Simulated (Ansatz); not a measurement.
# P: the cost of one run

Method: DFT PBE, scalar-relativistic, plane waves, PAW, in Ansatz 0.2.0.

The runs add the D3(BJ) dispersion term to the functional named.

### Step 1. The system as given

The structure is trigonal, space group R-3m (No. 166). The conventional cell has a = 3.426 Å, b = 3.426 Å, c = 8.711 Å, α = 90.00°, β = 90.00°, γ = 120.00°. P (site symmetry 3m) is surrounded by 6 P at 2.30 to 2.62 Å.

Structure file:

```
CELL_PARAMETERS angstrom
1.71318 0.98910 2.90357
-1.71318 0.98910 2.90357
0.00000 -1.97820 2.90357
ATOMIC_POSITIONS crystal
P 0.23439 0.23439 0.23439
P 0.76561 0.76561 0.76561
```

An earlier run at PBE left this cell at 14.760 Å³/atom and -0.01 GPa (16×16×16 mesh).

### Step 2. Volume × 0.96

Input file input.yaml:

```yaml
crystal:
  lattice:
    - [1.6900215496, 0.9757343966, 2.8643251636]
    - [-1.6900215496, 0.9757343966, 2.8643251636]
    - [0.0, -1.9514687932, 2.8643251636]
  atoms:
    - { symbol: P, position: [0.2343904313, 0.2343904313, 0.2343904313] }
    - { symbol: P, position: [0.7656095687, 0.7656095687, 0.7656095687] }
basis:
  ecutwfc: 420
  ecutrho_ratio: 4
kpoints:
  mp_grid: { grid: [16, 16, 16] }
hamiltonian:
  xc: pbe
  dispersion: d3bj
scf:
  occupations: { method: gaussian, width: 0.05 }
output:
  forces: true
  stress: true
  eigenvalues: true
relax:
  f_tol: 0.01
  max_steps: 40
  cell: { stress_tol: 0.1, fix: [volume] }
```

Started as:

```
$ ansatz run input.yaml --threads 1 --pin off --max-ram 2560MiB --backend cpu --events-out ev --progress --plain --runs-dir out
```

Q: Estimate wall time and peak memory on 1 thread of Intel Xeon 6975P-C (Granite Rapids), shared host.

About 68 s, with a peak of 0.5 GiB.
